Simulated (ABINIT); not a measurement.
# PbSe (Clausthalite) (Fm-3m) in ABINIT: notebook, part 2 of 2

ABINIT 10.8.3 (patched build).

### Step 3. Single point, PBE (cell relaxed)

Contents of run.abi:

```
# Pseudopotentials
pp_dirpath "./"
pseudos "Pb.upf, Se.upf"

# Structure
acell 3*1.0 Angstrom
rprim
     0.0000000000     3.1078671500     3.1078671500
     3.1078671500     0.0000000000     3.1078671500
     3.1078671500     3.1078671500     0.0000000000
ntypat 2
znucl 82 34
natom 2
typat 1 2
xred
     0.0000000000     0.0000000000     0.0000000000
     0.5000000000     0.5000000000     0.5000000000
chkprim 0
chksymtnons 0
tolsym 1.0e-6

# Plane-wave basis
ecut 43.0

# k points
kptopt 1
ngkpt 6 6 6
nshiftk 1
shiftk 0.0 0.0 0.0

# Exchange and correlation
ixc 11

# Bands and occupations
nband 19
occopt 3
tsmear 0.05 eV

# SCF cycle
nstep 100
tolvrs 1.0e-10

# Output
iomode 3
prtwf 0
prtden 0
prteig 0
prtebands 0
enunit 1
```

Potentials or basis: PseudoDojo NC SR PBE v0.4.1 standard.

On the command line:

```sh
$ abinit run.abi > log 2>&1
```

run.abo:

```text
.Version 10.8.3 of ABINIT
 Symmetries : space group Fm -3 m (#225); Bravais cF (face-center cubic)
================================================================================
 Values of the parameters that define the memory need of the present run
     intxc =       0    ionmov =       0      iscf =       7    lmnmax =       6
     lnmax =       6     mgfft =      50  mpssoang =       3    mqgrid =    3001
     natom =       2  nloc_mem =       1    nspden =       1   nspinor =       1
    nsppol =       1      nsym =      48    n1xccc =    2501    ntypat =       2
    occopt =       3   xclevel =       2
       mpw =        5472          nfft =      125000          nkpt =          16
================================================================================
================================================================================

--------------------------------------------------------------------------------
------------- Echo of variables that govern the present computation ------------
--------------------------------------------------------------------------------
 -outvars: echo values of preprocessed input variables --------
            acell      1.8897261259E+00  1.8897261259E+00  1.8897261259E+00 Bohr
              amu      2.07200000E+02  7.89600000E+01
          chkprim           0
      chksymtnons           0
             ecut      4.30000000E+01 Hartree
           enunit           1
              ixc          11
         kptrlatt        6    0    0      0    6    0      0    0    6
          kptrlen      4.98342081E+01
            natom           2
            nband          19
            ngfft          50      50      50
             nkpt          16
            nstep         100
             nsym          48
           ntypat           2
           occopt           3
           prtden           0
        prtebands           0
           prteig           0
            prtwf           0
            rprim      0.0000000000E+00  3.1078671500E+00  3.1078671500E+00
                       3.1078671500E+00  0.0000000000E+00  3.1078671500E+00
                       3.1078671500E+00  3.1078671500E+00  0.0000000000E+00
          spgroup         225
           tolsym      1.00000000E-06
           tolvrs      1.00000000E-10
           tsmear      1.83746611E-03 Hartree
            typat      1  2
           xangst      0.0000000000E+00  0.0000000000E+00  0.0000000000E+00
                       3.1078671500E+00  3.1078671500E+00  3.1078671500E+00
            xcart      0.0000000000E+00  0.0000000000E+00  0.0000000000E+00
                       5.8730177492E+00  5.8730177492E+00  5.8730177492E+00
             xred      0.0000000000E+00  0.0000000000E+00  0.0000000000E+00
                       5.0000000000E-01  5.0000000000E-01  5.0000000000E-01
            znucl       82.00000   34.00000

================================================================================

 chkinp: Checking input parameters for consistency.

================================================================================
== DATASET  1 ==================================================================

--- !DatasetInfo
iteration_state: {dtset: 1, }
dimensions: {natom: 2, nkpt: 16, mband: 19, nsppol: 1, nspinor: 1, nspden: 1, mpw: 5472, }
cutoff_energies: {ecut:  43.0, pawecutdg:  -1.0, }
electrons: {nelect:   3.00000000E+01, charge:   0.00000000E+00, occopt:   3.00000000E+00, tsmear:   1.83746611E-03, }
meta: {optdriver: 0, ionmov: 0, optcell: 0, iscf: 7, paral_kgb: 0, }
...

 Exchange-correlation functional for the present dataset will be:
  GGA: Perdew-Burke-Ernzerhof functional - ixc=11
  J.P.Perdew, K.Burke, M.Ernzerhof, PRL 77, 3865 (1996)

 Real(R)+Recip(G) space primitive vectors, cartesian coordinates (Bohr,Bohr^-1):
 R(1)=  0.0000000  5.8730177  5.8730177  G(1)= -0.0851351  0.0851351  0.0851351
[... 45 lines left out ...]
  sigma(3 3)=  3.50166199E-08  sigma(2 1)=  0.00000000E+00

--- !ResultsGS
iteration_state: {dtset: 1, }
comment   : Summary of ground state results
lattice_vectors:
- [  0.0000000,   5.8730177,   5.8730177, ]
- [  5.8730177,   0.0000000,   5.8730177, ]
- [  5.8730177,   5.8730177,   0.0000000, ]
lattice_lengths: [   8.30570,    8.30570,    8.30570, ]
lattice_angles: [ 60.000,  60.000,  60.000, ] # degrees, (23, 13, 12)
lattice_volume:   4.0514822E+02
convergence: {deltae: -5.002E-12, res2:  1.708E-11, residm:  5.936E-06, diffor: null, }
etotal    :  -1.91660350E+02
entropy   :   0.00000000E+00
fermie    :   1.45135586E-01
cartesian_stress_tensor: # hartree/bohr^3
- [  3.50166199E-08,   0.00000000E+00,   0.00000000E+00, ]
- [  0.00000000E+00,   3.50166199E-08,   0.00000000E+00, ]
- [  0.00000000E+00,   0.00000000E+00,   3.50166199E-08, ]
pressure_GPa:  -1.0302E-03
xred      :
- [  0.0000E+00,   0.0000E+00,   0.0000E+00, Pb]
- [  5.0000E-01,   5.0000E-01,   5.0000E-01, Se]
cartesian_forces: # hartree/bohr
- [ -0.00000000E+00,  -0.00000000E+00,  -0.00000000E+00, ]
- [ -0.00000000E+00,  -0.00000000E+00,  -0.00000000E+00, ]
force_length_stats: {min:   0.00000000E+00, max:   0.00000000E+00, mean:   0.00000000E+00, }
...

 Integrated electronic density in atomic spheres:
 ------------------------------------------------
 Atom  Sphere_radius  Integrated_density
    1        2.00000         10.01460149
    2        2.00000         13.17097132
================================================================================

 ----iterations are completed or convergence reached----

 Mean square residual over all n,k,spin=   25.694E-09; max=  59.361E-07
 reduced coordinates (array xred) for    2 atoms
       0.000000000000      0.000000000000      0.000000000000
       0.500000000000      0.500000000000      0.500000000000
 rms dE/dt=  0.0000E+00; max dE/dt=  0.0000E+00; dE/dt below (all hartree)
    1       0.000000000000      0.000000000000      0.000000000000
    2       0.000000000000      0.000000000000      0.000000000000

 cartesian coordinates (angstrom) at end:
    1      0.00000000000000     0.00000000000000     0.00000000000000
    2      3.10786715000000     3.10786715000000     3.10786715000000

 cartesian forces (hartree/bohr) at end:
    1     -0.00000000000000    -0.00000000000000    -0.00000000000000
    2     -0.00000000000000    -0.00000000000000    -0.00000000000000
 frms,max,avg= 0.0000000E+00 0.0000000E+00   0.000E+00  0.000E+00  0.000E+00 h/b

 cartesian forces (eV/Angstrom) at end:
    1     -0.00000000000000    -0.00000000000000    -0.00000000000000
    2     -0.00000000000000    -0.00000000000000    -0.00000000000000
 frms,max,avg= 0.0000000E+00 0.0000000E+00   0.000E+00  0.000E+00  0.000E+00 e/A
 length scales=  1.889726125908  1.889726125908  1.889726125908 bohr
              =  1.000000000000  1.000000000000  1.000000000000 angstroms
 Fermi (or HOMO) energy (eV) =   3.94934   Average Vxc (eV)=  -9.77289
 Eigenvalues (   eV  ) for nkpt=  16  k points:
 kpt#   1, nband= 19, wtk=  0.00463, kpt=  0.0000  0.0000  0.0000 (reduced coord)
 -43.32940  -43.32940  -43.32751  -43.32751  -43.32751  -12.98436  -12.98436  -12.98436
 -12.97675  -12.97675   -9.45357   -2.61569    2.09845    2.09845    2.09845    8.37382
   8.37382    8.37382   10.39333
 prteigrs : prtvol=0 or 1, do not print more k-points.

--- !EnergyTerms
iteration_state     : {dtset: 1, }
comment             : Components of total free energy in Hartree
kinetic             :  1.12924583657539E+02
hartree             :  5.10303419144300E+01
xc                  : -4.41915268785231E+01
Ewald energy        : -1.08996690426206E+02
psp_core            :  5.48320193279663E+00
local_psp           : -1.40378607603734E+02
non_local_psp       : -6.75316436911225E+01
internal            : -1.91660341094820E+02
'-kT*entropy'       : -8.94680726679213E-06
total_energy        : -1.91660350041628E+02
total_energy_eV     : -5.21534381302265E+03
band_energy         : -2.12658884911370E+01
...

 Cartesian components of stress tensor (hartree/bohr^3)
  sigma(1 1)=  3.50166199E-08  sigma(3 2)=  0.00000000E+00
  sigma(2 2)=  3.50166199E-08  sigma(3 1)=  0.00000000E+00
  sigma(3 3)=  3.50166199E-08  sigma(2 1)=  0.00000000E+00

-Cartesian components of stress tensor (GPa)         [Pressure= -1.0302E-03 GPa]
- sigma(1 1)=  1.03022452E-03  sigma(3 2)=  0.00000000E+00
- sigma(2 2)=  1.03022452E-03  sigma(3 1)=  0.00000000E+00
- sigma(3 3)=  1.03022452E-03  sigma(2 1)=  0.00000000E+00

== END DATASET(S) ==============================================================
================================================================================

 -outvars: echo values of variables after computation  --------
            acell      1.8897261259E+00  1.8897261259E+00  1.8897261259E+00 Bohr
           etotal     -1.9166035004E+02
            fcart     -0.0000000000E+00 -0.0000000000E+00 -0.0000000000E+00
                      -0.0000000000E+00 -0.0000000000E+00 -0.0000000000E+00
            rprim      0.0000000000E+00  3.1078671500E+00  3.1078671500E+00
                       3.1078671500E+00  0.0000000000E+00  3.1078671500E+00
                       3.1078671500E+00  3.1078671500E+00  0.0000000000E+00
           strten      3.5016619855E-08  3.5016619862E-08  3.5016619866E-08
                       0.0000000000E+00  0.0000000000E+00  0.0000000000E+00
           xangst      0.0000000000E+00  0.0000000000E+00  0.0000000000E+00
                       3.1078671500E+00  3.1078671500E+00  3.1078671500E+00
             xred      0.0000000000E+00  0.0000000000E+00  0.0000000000E+00
                       5.0000000000E-01  5.0000000000E-01  5.0000000000E-01
 Calculation completed.
```

Run time: 57 s. Hardware: 1 thread of Arm Neoverse V1, shared host; peak memory 0.11 GiB.

Results:

* Free energy: -5215.3438 eV
* Pressure: 0.0 GPa
* Band gap on the k mesh: 0.44 eV, direct
* Valence electrons inside the program's atomic spheres: Pb 10.01; Se 13.17

Caveat: spin-orbit coupling is left out, which as a rule narrows the gap of such compounds by several tenths of an eV. A k mesh can miss the band edges.

### Step 4. Single point, PBEsol

Contents of run.abi:

```
# Pseudopotentials
pp_dirpath "./"
pseudos "Pb.upf, Se.upf"

# Structure
acell 4.3284127397 4.3284127397 4.3284127397 Angstrom
rprim
     0.0000000000     0.7071067812     0.7071067812
     0.7071067812     0.0000000000     0.7071067812
     0.7071067812     0.7071067812     0.0000000000
ntypat 2
znucl 82 34
natom 2
typat 1 2
xred
     0.0000000000     0.0000000000     0.0000000000
     0.5000000000     0.5000000000     0.5000000000

# Plane-wave basis
ecut 1061.244064 eV

# k points
kptopt 1
ngkpt 6 6 6
nshiftk 1
shiftk 0.0 0.0 0.0

# Exchange and correlation
ixc -116133

# Bands and occupations
nband 19
occopt 3
tsmear 0.00183747

# SCF cycle
nstep 100
tolvrs 1.0e-10

# Output
iomode 3
prtwf 0
prtden 0
prteig 0
prtebands 0
enunit 1
```

Potentials or basis: PseudoDojo NC SR PBEsol v0.4.1 standard.

On the command line:

```sh
$ abinit run.abi > log 2>&1
```

Wall time 42 s (1 thread of Arm Neoverse V2, shared host); peak memory 0.1 GiB.

Results (log left out):

- Free energy: -5208.7449 eV
- Pressure: -0.8 GPa
- Band gap on the k mesh: 0.21 eV, direct
- Valence electrons inside the program's atomic spheres: Pb 10.06; Se 13.21

Levels at points of the mesh, in eV from the valence-band top:
```
           k point  band 12  band 13  band 14  band 15  band 16  band 17  band 18  band 19
(0.00, 0.00, 0.00)    -6.33    -1.86    -1.86    -1.86     4.69     4.69     4.69     6.47
(0.50, 0.00, 0.00)    -8.82    -1.45    -1.45     0.00     0.21     1.66     1.66     8.42
(0.50, 0.50, 0.00)    -7.40    -5.01    -3.24    -3.24     3.60     5.59     5.59     6.01
```

Caveat: spin-orbit coupling is left out, which as a rule narrows the gap of such compounds by several tenths of an eV.

### Step 5. Single point, PBE

Contents of run.abi:

```
# Pseudopotentials
pp_dirpath "./"
pseudos "Pb.upf, Se.upf"

# Structure
acell 3*1.0 Angstrom
rprim
     0.0000000000     3.0606500000     3.0606500000
     3.0606500000     0.0000000000     3.0606500000
     3.0606500000     3.0606500000     0.0000000000
ntypat 2
znucl 82 34
natom 2
typat 1 2
xred
     0.0000000000     0.0000000000     0.0000000000
     0.5000000000     0.5000000000     0.5000000000

# Plane-wave basis
ecut 39.0

# k points
kptopt 1
ngkpt 6 6 6
nshiftk 1
shiftk 0.0 0.0 0.0

# Exchange and correlation
ixc 11

# Bands and occupations
nband 19
occopt 3
tsmear 0.05 eV

# SCF cycle
nstep 100
tolvrs 1.0e-10

# Output
iomode 3
prtwf 0
prteig 0
prtebands 0
enunit 1
prtden 1
prtvha 1
prtvclmb 1
prtpot 1
prtelf 1
```

Potentials or basis: Ansatz NC PBE.

On the command line:

```sh
$ mpirun --bind-to none -np 4 abinit run.abi > log 2>&1
```

Run time: 39 s. Hardware: 4 MPI ranks of Arm Neoverse V1, shared host; peak memory 0.36 GiB.

The run converged. Its results:

- Free energy: -5554.8129 eV
- Pressure: 2.1 GPa
- Band gap on the k mesh: 0.29 eV, direct
- Valence electrons inside the program's atomic spheres: Pb 10.06; Se 13.22

Levels at points of the mesh, in eV from the valence-band top:
```tsv
k point	band 11	band 12	band 13	band 14	band 15	band 16	band 17	band 18	band 19
(0.00, 0.00, 0.00)	-13.60	-6.30	-1.88	-1.88	-1.88	4.72	4.72	4.72	6.52
(0.50, 0.00, 0.00)	-12.54	-8.80	-1.48	-1.48	0.00	0.29	1.70	1.70	8.54
(0.50, 0.50, 0.00)	-12.17	-7.38	-4.99	-3.24	-3.24	3.69	5.61	5.61	6.04
```

Caveat: spin-orbit coupling is left out, which as a rule narrows the gap of such compounds by several tenths of an eV.

### Step 6. The runs side by side

| task | level | potentials or basis | cell | cutoff (eV) | cell freedom (optcell) | optimiser (ionmov) | cutoff smearing ecutsm (Ha) | force stop (Ha/bohr) | gap on the mesh (eV) | pressure (GPa) |
| --- | --- | --- | --- | --- | --- | --- | --- | --- | --- | --- |
| relaxation of cell and atoms | PBE | PseudoDojo NC SR PBE v0.4.1 standard | relaxed | 1170 | 2 | 22 | 0.5 | 2e-05 | 0.44 | 0.0 |
| single point | PBE | PseudoDojo NC SR PBE v0.4.1 standard | cell relaxed | 1170 | - | - | - | - | 0.44 | 0.0 |
| single point | PBEsol | PseudoDojo NC SR PBEsol v0.4.1 standard | as given | 1061 | - | - | - | - | 0.21 | -0.8 |
| single point | PBE | Ansatz NC PBE | as given | 1061 | - | - | - | - | 0.29 | 2.1 |

Alike in all rows: no spin polarisation; k mesh 6 × 6 × 6; smearing fermi-dirac 0.05 eV.

Caveats: spin-orbit coupling is left out, which as a rule narrows the gap of such compounds by several tenths of an eV.

Total energies depend on the potentials used, so only differences within one code and one set of settings carry meaning.

### Step 7. Comparison with measurements

Step 2. The cell as given is a measured one (28.67 Å³/atom); PBE puts the equilibrium volume +4.7 % from it, thermal expansion not counted.

Step 4. Measured gap of PbSe: 0.28 eV (direct; 300 K; a printed reference work, monograph). This calculation gives 0.21 eV (-0.07 eV). 2 values of this kind are on record (0.15 to 0.28 eV); this one was drawn at random. Spin-orbit coupling on Pb, Se is left out. The value is that of PBEsol on a finite k mesh, which can miss the band edges, without temperature or zero-point motion. Semilocal functionals fall short of measured gaps as a rule.

Step 5. Measured gap of PbSe: 0.28 eV (direct; 300 K; a printed reference work, monograph). This calculation gives 0.29 eV (+0.01 eV). 2 values of this kind are on record (0.15 to 0.28 eV); this one was drawn at random. Spin-orbit coupling on Pb, Se is left out. The value is that of PBE on a finite k mesh, which can miss the band edges, without temperature or zero-point motion.
